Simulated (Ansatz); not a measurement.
**Convergence of KF**

```
CELL_PARAMETERS angstrom
0.00000 2.65441 2.65441
2.65441 0.00000 2.65441
2.65441 2.65441 0.00000
ATOMIC_POSITIONS crystal
K 0.00000 0.00000 0.00000
F 0.50000 0.50000 0.50000
```

Atom numbers follow the list: K1, F2.

Conventional cell: a = 5.309 Å, b = 5.309 Å, c = 5.309 Å, α = 90.00°, β = 90.00°, γ = 90.00°. K (atom 1) has 6 F at 2.65 Å as nearest neighbours. F (atom 2) has 6 K at 2.65 Å as nearest neighbours.

Structure from Materials Project entry mp-463 (possibly hypothetical), not relaxed further.

Theory: DFT, r2SCAN, PAW with Ansatz's default frozen-core files, scalar-relativistic in Ansatz 0.2.0.

Settings: a Γ-centred 9×9×9 k mesh, Fermi–Dirac smearing of 0.02 eV, cutoff 500 eV, no spin polarisation; the PAW files were made with PBE, and the program remakes their frozen cores for this functional. One setting is then changed at a time.

| k mesh | free energy less the base's (meV/atom) | P (GPa) | gap on the mesh (eV) |
| --- | --- | --- | --- |
| 9×9×9 (base) | 0.0 | 0.19 | 6.936 |
| 3×3×3 | 0.3 | 0.19 | 6.935 |
| 4×4×4 | 0.0 | 0.19 | 6.936 |
| 7×7×7 | 0.0 | 0.19 | 6.936 |
| 13×13×13 | 0.0 | 0.19 | 6.936 |
